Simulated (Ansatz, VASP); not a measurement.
## One calculation of FeSi, two programs

```
Fe Si
1.0
     4.12920    0.00000    0.00000
     0.00000    4.12920    0.00000
     0.00000    0.00000    4.12920
Fe Si
4 4
Direct
  0.14276 0.14276 0.14276
  0.35724 0.85724 0.64276
  0.64276 0.35724 0.85724
  0.85724 0.64276 0.35724
  0.84380 0.84380 0.84380
  0.65620 0.15620 0.34380
  0.34380 0.65620 0.15620
  0.15620 0.34380 0.65620
```

Alike in both runs: functional PBE; k mesh 8 × 8 × 8; occupations gaussian, width 0.05 eV; no spin polarisation.

Ansatz relaxed the structure, and its values are those at the end. VASP's run is a single point on that final structure, the one shown.

|  | VASP | Ansatz |
| --- | --- | --- |
| version | VASP 6.6.1 | Ansatz 0.2.0 |
| potentials or method | VASP PAW PBE potentials, release 64 (Fe, Si) | scalar-relativistic, plane waves, PAW |
| plane-wave cutoff (eV) | 520 | 420 |
| valence electrons in the cell | 48 | 80 |

|  | VASP | Ansatz | Ansatz less VASP |
| --- | --- | --- | --- |
| gap on the k mesh at the Fermi level (eV) | 0.15 | 0.15 | +0.003 |
| least direct gap on the mesh (eV) | 0.18 | 0.18 | +0.003 |
| rms of the force components (eV/Å) | 0.019 | 0.002 | -0.0176 |

The two sets of potentials don't hold the same shells in valence. Ansatz warned: «stress_scf_threshold_loose».

 Spin polarisation is off, so any magnetic state and its effect on volume and gap are missing.
